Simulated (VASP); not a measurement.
# Mg3Sb2 (P-3m1) in VASP: a series of runs

One crystal, Mg3Sb2, is run at these levels: PBEsol, r2SCAN; tasks: relaxation of cell and atoms.

Everything below comes from runs of VASP 6.6.1. Logs are shortened: lines on timing, memory, paths and dates and some standing lists are left out, and cuts for length are marked.

## (1) The crystal as given

The structure is trigonal, space group P-3m1 (No. 164). The conventional cell has a = 4.582 Å, b = 4.582 Å, c = 7.244 Å, α = 90.00°, β = 90.00°, γ = 120.00°. Around Mg (site symmetry 3m) lie 4 Sb at 2.82 to 2.86 Å. Around Mg (site symmetry -3m) lie 6 Sb at 3.15 Å. Sb (site symmetry 3m) is surrounded by 7 Mg at 2.82 to 3.15 Å.

## (2) Relaxation of cell and atoms, PBEsol

INCAR reads:

```
SYSTEM = Mg3Sb2
ALGO     = Normal         ! electronic algorithm
EDIFF    = 1E-6           ! SCF threshold, eV
EDIFFG   = -0.01          ! ionic threshold
ENCUT    = 600            ! plane-wave cutoff, eV
GGA      = PS             ! functional
IBRION   = 2              ! ionic algorithm
ISIF     = 3              ! what is computed and relaxed
ISMEAR   = 0              ! smearing method
LASPH    = .True.         ! aspherical terms in the spheres
LCHARG   = .False.        ! write CHGCAR
LREAL    = .False.        ! projectors in reciprocal space
LWAVE    = .False.        ! write WAVECAR
NELM     = 80             ! most SCF steps
NSW      = 90             ! ionic steps
PREC     = Accurate       ! precision mode
SIGMA    = 0.03           ! smearing width, eV
```

KPOINTS reads:

```
k-points
0
Gamma
  9 9 5
  0 0 0
```

POSCAR reads:

```
Mg3Sb2
1.0
    4.5820000000      0.0000000000      0.0000000000
   -2.2910000000      3.9681284001      0.0000000000
    0.0000000000      0.0000000000      7.2440000000
Mg Sb
3 2
Direct
    0.3333333333      0.6666666667      0.6300000000
    0.6666666667      0.3333333333      0.3700000000
    0.0000000000      0.0000000000      0.0000000000
    0.3333333333      0.6666666667      0.2350000000
    0.6666666667      0.3333333333      0.7650000000
```

Potentials or basis: VASP PAW PBE potentials, release 64 (Mg, Sb).

Started as:

```
$ cat potpaw_PBE.64/Mg/POTCAR potpaw_PBE.64/Sb/POTCAR > POTCAR
$ mpirun -np 1 vasp_std > vasp.out
```

OUTCAR:

```text
SYSTEM = Mg3Sb2
   EDIFF = 1E-6
   EDIFFG = -0.01
   ENCUT = 600
   GGA = PS
   IBRION = 2
   ISIF = 3
   ISMEAR = 0
   LASPH = .True.
   LREAL = .False.
   NELM = 80
   NSW = 90
   PREC = Accurate

 ion  position               nearest neighbor table
   1  0.333  0.667  0.630-   5 2.82   5 2.82   5 2.82   4 2.86   2 3.25   2 3.25   2 3.25
   2  0.667  0.333  0.370-   4 2.82   4 2.82   4 2.82   5 2.86   1 3.25   1 3.25   1 3.25
   3  0.000  0.000  0.000-   4 3.15   5 3.15   4 3.15   5 3.15   5 3.15   4 3.15
   4  0.333  0.667  0.235-   2 2.82   2 2.82   2 2.82   1 2.86   3 3.15   3 3.15   3 3.15
   5  0.667  0.333  0.765-   1 2.82   1 2.82   1 2.82   2 2.86   3 3.15   3 3.15   3 3.15

  LATTYP: Found a hexagonal cell.
 ALAT       =     4.5820000000
 C/A-ratio  =     1.5809690092

  Lattice vectors:

 A1 = (   4.5820000000,   0.0000000000,   0.0000000000)
 A2 = (  -2.2910000000,   3.9681284001,   0.0000000000)
 A3 = (   0.0000000000,   0.0000000000,   7.2440000000)

Analysis of symmetry for initial positions (statically):
=====================================================================
 Subroutine PRICEL returns:
 Original cell was already a primitive cell.

 Routine SETGRP: Setting up the symmetry group for a
 hexagonal supercell.

 Subroutine GETGRP returns: Found 12 space group operations
 (whereof 12 operations were pure point group operations)
 out of a pool of 24 trial point group operations.

The static configuration has the point symmetry D_3d.

Analysis of symmetry for dynamics (positions and initial velocities):
=====================================================================
 Subroutine PRICEL returns:
 Original cell was already a primitive cell.

 Routine SETGRP: Setting up the symmetry group for a
 hexagonal supercell.

 Subroutine GETGRP returns: Found 12 space group operations
 (whereof 12 operations were pure point group operations)
 out of a pool of 24 trial point group operations.

The dynamic configuration has the point symmetry D_3d.

 Subroutine INISYM returns: Found 12 space group operations
 (whereof 12 operations are pure point group operations),
 and found     1 'primitive' translations

----------------------------------------------------------------------------------------

                                     Primitive cell

  volume of cell :     131.7101

  direct lattice vectors                    reciprocal lattice vectors
     4.582000000  0.000000000  0.000000000     0.218245308  0.126003987  0.000000000
    -2.291000000  3.968128400  0.000000000     0.000000000  0.252007974  0.000000000
     0.000000000  0.000000000  7.244000000     0.000000000  0.000000000  0.138045279

  length of vectors
     4.582000000  4.582000000  7.244000000     0.252007974  0.252007974  0.138045279

  position of ions in fractional coordinates (direct lattice)
     0.333333333  0.666666667  0.630000000
     0.666666667  0.333333333  0.370000000
     0.000000000  0.000000000  0.000000000
     0.333333333  0.666666667  0.235000000
     0.666666667  0.333333333  0.765000000

  ion indices of the primitive-cell ions
   primitive index   ion index
                 1           1
                 2           2
                 3           3
                 4           4
                 5           5

----------------------------------------------------------------------------------------

 KPOINTS: k-points

Automatic generation of k-mesh.
 Grid dimensions read from file:
 generate k-points for:    9    9    5

 Generating k-lattice:

  Cartesian coordinates                     Fractional coordinates (reciprocal lattice)
     0.024249479  0.014000443  0.000000000     0.111111111  0.000000000  0.000000000
     0.000000000  0.028000886  0.000000000     0.000000000  0.111111111  0.000000000
     0.000000000  0.000000000  0.027609056     0.000000000  0.000000000  0.200000000

  Length of vectors
     0.028000886  0.028000886  0.027609056

  Shift w.r.t. Gamma in fractional coordinates (k-lattice)
     0.000000000  0.000000000  0.000000000

 Subroutine IBZKPT returns following result:
 ===========================================

 Found     50 irreducible k-points:

 Following reciprocal coordinates:
            Coordinates               Weight
  0.000000  0.000000  0.000000      1.000000
  0.111111  0.000000  0.000000      6.000000
  0.222222  0.000000  0.000000      6.000000
  0.333333  0.000000  0.000000      6.000000
  0.444444  0.000000  0.000000      6.000000
  0.111111  0.111111  0.000000      6.000000
[... 16 lines left out ...]
  0.222222  0.111111  0.200000     12.000000
 -0.111111  0.333333  0.200000     12.000000
 [... further k-points ...]
   k-points           NKPTS =     50   k-points in BZ     NKDIM =     50   number of bands    NBANDS=     12
   number of dos      NEDOS =    301   number of ions     NIONS =      5
   total plane-waves  NPLWV =  96000
   dimension x,y,z NGX =    40 NGY =   40 NGZ =   60
   dimension x,y,z NGXF=    80 NGYF=   80 NGZF=  120
   ions per type =               3   2
   NGX,Y,Z   is equivalent  to a cutoff of  14.51, 14.51, 13.77 a.u.
   NGXF,Y,Z  is equivalent  to a cutoff of  29.03, 29.03, 27.54 a.u.
 SYSTEM =  Mg3Sb2
   PREC   = accura    normal or accurate (medium, high low for compatibility)
   ISTART =      0    job   : 0-new  1-cont  2-samecut
   ICHARG =      2    charge: 1-file 2-atom 10-const
   ISPIN  =      1    spin polarized calculation?
   LNONCOLLINEAR =      F non collinear calculations
   LSORBIT =      F    spin-orbit coupling
   LASPH  =      T    aspherical Exc in radial PAW
   ENCUT  =  600.0 eV  44.10 Ry    6.64 a.u.   9.15  9.15 14.47*2*pi/ulx,y,z
   NELM   =     80;   NELMIN=  2; NELMDL= -5     # of ELM steps
   EDIFF  = 0.1E-05   stopping-criterion for ELM
   LREAL  =      F    real-space projection
   EDIFFG = -.1E-01   stopping-criterion for IOM
   NSW    =     90    number of steps for IOM
   IBRION =      2    ionic relax: 0-MD 1-quasi-New 2-CG
   NFREE  =      1    steps in history (QN), initial steepest desc. (CG)
   ISIF   =      3    stress and relaxation
   ISYM   =      2    0-nonsym 1-usesym 2-fastsym
   POTIM  = 0.5000    time-step for ionic-motion
   TEBEG  =    0.0;   TEEND  =   0.0 temperature during run
   PSTRESS=    0.0 pullay stress
   NELECT =      16.0000    total number of electrons
   NUPDOWN=      -1.0000    fix difference up-down
   EMIN   =  10.00;   EMAX   =-10.00  energy-range for DOS
   EFERMI =   0.00;   METHOD = LEGACY
   ISMEAR =     0;   SIGMA  =   0.03  broadening in eV -4-tet -1-fermi 0-gaus
   EFERMI_NEDOS =   21; number of points for ismear=-14 and -15
   IALGO  =     38    algorithm
   IMIX   =      4    mixing-type and parameters
     AMIX     =   0.40;   BMIX     =  1.00
     AMIX_MAG =   1.60;   BMIX_MAG =  1.00
  volume/ion in A,a.u.               =      26.34       177.76
  Fermi-wavevector in a.u.,A,eV,Ry     =   0.810790  1.532171  8.944205  0.657381
  Thomas-Fermi vector in A             =   1.920030
   LORBIT       =      0    0 simple, 1 ext, 2 COOP (PROOUT), +10 PAW based schemes
   GGA     = PS    functional components
   LHFCALC =     F    Hartree Fock is set to
   AEXX    =    0.0000 exact exchange contribution
   IVDW    =     0    specifies the selected vdW correction
   LEPSILON=     F    determine dielectric tensor
   LRPA    =     F    only Hartree local field effects (RPA)
 conjugate gradient relaxation of ions
 non-spin polarized calculation
 Gauss-broadening in eV      SIGMA  =   0.03
  energy-cutoff  :      600.00
  volume of cell :      131.71
 maximum number of plane-waves:      4419
 NGX is ok and might be reduce to    40
   NGX = 19   NGY = 19   NGZ = 29

--------------------------------------- Ionic step        1  -------------------------------------------

 number of electron      16.0000000 magnetization

 Free energy of the ion-electron system (eV)
  ---------------------------------------------------
  ext. energy  EPLUGINS =         0.00000000
  ---------------------------------------------------
  free energy    TOTEN  =       -16.11704039 eV

  energy without entropy =      -16.11704039  energy(sigma->0) =      -16.11704039

------------------------ aborting loop because EDIFF is reached ----------------------------------------

  FORCE on cell =-STRESS in cart. coord.  units (eV):
  Direction    XX          YY          ZZ          XY          YZ          ZX
  --------------------------------------------------------------------------------------
  -------------------------------------------------------------------------------------
  Total       -0.5080225     -0.5080225      0.0964846      0.0000000      0.0000000      0.0000000
  in kB       -6.1797975     -6.1797975      1.1736786      0.0000000      0.0000000      0.0000000
  external PRESSURE =      -3.7286388 kB  Pullay stress =       0.0000000 kB
[... 180 lines left out ...]
  energy  without entropy=      -16.1597231042  energy(sigma->0) =      -16.15972312

--------------------------------------- Ionic step        6  -------------------------------------------

 number of electron      16.0000000 magnetization

 Free energy of the ion-electron system (eV)
  ---------------------------------------------------
  ext. energy  EPLUGINS =         0.00000000
  ---------------------------------------------------
  free energy    TOTEN  =       -16.16071512 eV

  energy without entropy =      -16.16071497  energy(sigma->0) =      -16.16071504

 E-fermi :   4.6304     XC(G=0):  -8.9502

 val. band max:        4.5544731952   @ k =   0.0000   0.0000   0.0000
 cond. band min:       4.7157467999   @ k =   0.0000   0.4444   0.4000
 fundamental gap:      0.1612736046
 Fermi energy:         4.6303905238

 k-point     1 :       0.0000    0.0000    0.0000
  band No.  band energies     occupation
      1      -5.9006      2.00000
      2      -4.5960      2.00000
      3      -0.4930      2.00000
      4       3.3892      2.00000
      5       3.3892      2.00000
      6       4.1135      2.00000
      7       4.1135      2.00000
      8       4.5545      1.99965
      9       5.6474      0.00000
     10       5.7078      0.00000
     11       7.5452      0.00000
     12       7.5452      0.00000
[... 331 lines left out ...]
 k-point    24 :      -0.1111    0.3333    0.2000
  band No.  band energies     occupation
      1      -5.2630      2.00000
      2      -4.4476      2.00000
      3       0.2007      2.00000
      4       1.2088      2.00000
      5       1.4389      2.00000
      6       2.3149      2.00000
      7       3.1950      2.00000
      8       3.7636      2.00000
      9       5.7009      0.00000
     10       6.8069      0.00000
     11       7.2355      0.00000
     12       7.8843      0.00000

 [... further k-points ...]
[... 5 lines left out ...]
  --------------------------------------------------------------------------------------
  -------------------------------------------------------------------------------------
  Total        0.0491054      0.0491054      0.0449401      0.0000000      0.0000000     -0.0000000
  in kB        0.6103154      0.6103154      0.5585458      0.0000000      0.0000000     -0.0000000
  external PRESSURE =       0.5930588 kB  Pullay stress =       0.0000000 kB
[... 20 lines left out ...]
  FREE ENERGIE OF THE ION-ELECTRON SYSTEM (eV)
  ---------------------------------------------------
  free  energy   TOTEN  =       -16.1607151176 eV

  energy  without entropy=      -16.1607149715  energy(sigma->0) =      -16.16071504

 reached required accuracy - stopping structural energy minimisation
```

Wall time 2.6 min (1 thread of Intel Xeon Platinum 8559C (Emerald Rapids), shared host); peak memory 0.38 GiB.

Results:

* Free energy: -16.1607 eV
* Relaxed volume: 25.78 Å³/atom
* Relaxed cell: a = 4.552 Å, b = 4.552 Å, c = 7.182 Å, α = 90.00°, β = 90.00°, γ = 120.00°
* Space group after relaxing (to 0.05 Å): P-3m1 (No. 164)
* Energy gained by relaxing: 8.7 meV/atom
* Ionic steps: 6
* Pressure after relaxing: 0.1 GPa
* Largest force after relaxing: 0.008 eV/Å
* Band gap on the k mesh: 0.16 eV, indirect (least direct gap 1.09 eV)

Forces on the atoms (eV/Å):
```
Mg   0.000  0.000 -0.008
Mg   0.000  0.000  0.008
Mg   0.000  0.000  0.000
Sb   0.000  0.000  0.007
Sb   0.000  0.000 -0.007
```

The path:
| step | energy change (eV) | largest force (eV/Å) | pressure (GPa) | volume (Å³) |
| --- | --- | --- | --- | --- |
| 1 | 0.0000 | 0.4752 | -0.37 | 131.71 |
| 2 | -0.0233 | 0.3305 | -0.14 | 130.54 |
| 3 | -0.0358 | 0.1138 | 0.31 | 128.71 |
| 4 | -0.0423 | 0.0317 | -0.09 | 129.45 |
| 5 | -0.0427 | 0.0279 | -0.21 | 129.68 |
| 6 | -0.0437 | 0.0078 | 0.06 | 128.91 |

Final structure:
```
Mg Sb
1.0
     4.55240    0.00000    0.00000
    -2.27620    3.94250    0.00000
     0.00000    0.00000    7.18246
Mg Sb
3 2
Direct
  0.33333 0.66667 0.63261
  0.66667 0.33333 0.36739
  0.00000 0.00000 0.00000
  0.33333 0.66667 0.22362
  0.66667 0.33333 0.77638
```

Levels at points of the mesh, in eV from the valence-band top:
```csv
k point,band 6,band 7,band 8,band 9,band 10,band 11
"(0.00, 0.00, 0.00)",-0.44,-0.44,0.00,1.09,1.15,2.99
```

Caveat: the PAW data sets were made with another functional, which shifts forces and pressure a little; spin-orbit coupling is left out, which moves the levels of the heavy elements; an odd mesh through Γ misses points on the zone boundary, where band edges often lie.

## (3) Relaxation of cell and atoms, PBEsol

This run uses another cell than the first one, of 25.78 Å³/atom, 0.979 times its volume.

Edit INCAR of step 2 so:

```diff
@@ -2,4 +2,4 @@
 ALGO     = Normal         ! electronic algorithm
-EDIFF    = 1E-6           ! SCF threshold, eV
-EDIFFG   = -0.01          ! ionic threshold
+EDIFF    = 1E-7           ! SCF threshold, eV
+EDIFFG   = -0.005         ! ionic threshold
 ENCUT    = 600            ! plane-wave cutoff, eV
```

KPOINTS is that of step 2.

POSCAR reads:

```
Mg3Sb2                                  
1.0
    4.5524044858      0.0000000000      0.0000000000
   -2.2762022429      3.9424979330     -0.0000000000
    0.0000000000      0.0000000000      7.1824591898
  Mg              Sb            
     3     2
Direct
     0.3333333332999970    0.6666666667000030    0.6326104885257230
     0.6666666667000030    0.3333333332999970    0.3673895114742770
     0.0000000000000000    0.0000000000000000    0.0000000000000000
     0.3333333332999970    0.6666666667000030    0.2236239000976646
     0.6666666667000030    0.3333333332999970    0.7763760999023354
```

Potentials or basis: VASP PAW PBE potentials, release 64 (Mg, Sb).

Started as:

```
$ cat potpaw_PBE.64/Mg/POTCAR potpaw_PBE.64/Sb/POTCAR > POTCAR
$ mpirun -np 1 vasp_std > vasp.out
```

It took 76 s on 1 thread of Intel Xeon Platinum 8559C (Emerald Rapids), shared host; peak memory 0.34 GiB.

The run converged. Its results:

| Item | Value |
| --- | --- |
| Free energy | -16.1607 eV |
| Relaxed volume | 25.82 Å³/atom |
| Relaxed cell | a = 4.555 Å, b = 4.555 Å, c = 7.186 Å, α = 90.00°, β = 90.00°, γ = 120.00° |
| Space group after relaxing (to 0.05 Å) | P-3m1 (No. 164) |
| Energy gained by relaxing | 0.0 meV/atom |
| Ionic steps | 4 |
| Pressure after relaxing | 0.0 GPa |
| Largest force after relaxing | 0.005 eV/Å |
| Band gap on the k mesh | 0.16 eV, indirect (least direct gap 1.09 eV) |

Forces in eV/Å, atoms in the order of the input:
```
Mg   0.000  0.000 -0.004
Mg   0.000  0.000  0.004
Mg   0.000  0.000  0.000
Sb   0.000  0.000  0.005
Sb   0.000  0.000 -0.005
```

Final structure:
```yaml
crystal:
  lattice:
    - [4.55465, 0.00000, 0.00000]
    - [-2.27732, 3.94444, 0.00000]
    - [0.00000, 0.00000, 7.18601]
  atoms:
    - { symbol: Mg, position: [0.33333, 0.66667, 0.63251] }
    - { symbol: Mg, position: [0.66667, 0.33333, 0.36749] }
    - { symbol: Mg, position: [0.00000, 0.00000, 0.00000] }
    - { symbol: Sb, position: [0.33333, 0.66667, 0.22374] }
    - { symbol: Sb, position: [0.66667, 0.33333, 0.77626] }
```

Levels at points of the mesh, in eV from the valence-band top:
| k point | band 4 | band 5 | band 6 | band 7 | band 8 | band 9 | band 10 | band 11 | band 12 |
| --- | --- | --- | --- | --- | --- | --- | --- | --- | --- |
| (0.00, 0.00, 0.00) | -1.16 | -1.16 | -0.44 | -0.44 | 0.00 | 1.09 | 1.15 | 2.99 | 2.99 |

Caveat: the PAW data sets were made with another functional, which shifts forces and pressure a little; spin-orbit coupling is left out, which moves the levels of the heavy elements; an odd mesh through Γ misses points on the zone boundary, where band edges often lie.

[end of part 1 of 2]
